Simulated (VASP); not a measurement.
LiCl:

```
Cl Li
1.0
     0.00000    2.56477    2.56477
     2.56477    0.00000    2.56477
     2.56477    2.56477    0.00000
Cl Li
1 1
Direct
  0.50000 0.50000 0.50000
  0.00000 0.00000 0.00000
```

Base run:

- Program: VASP 6.6.1
- Functional: r2SCAN-EpsX
- Potentials or basis: VASP PAW PBE potentials, release 64 (Cl, Li_sv)
- Cutoff: 520 eV
- k mesh: 6 × 6 × 6
- Occupations: gaussian, width 0.02 eV
- Spin: no spin polarisation

Its results: band gap on the k mesh 9.63 eV, direct.

Problem. After a change of settings the same cell gave: band gap on the k mesh 8.45 eV, direct. Which change was it?
A. functional from r2SCAN-EpsX to HSE06
B. functional from r2SCAN-EpsX to PBE0
C. functional from r2SCAN-EpsX to HSE03

Solution. B.
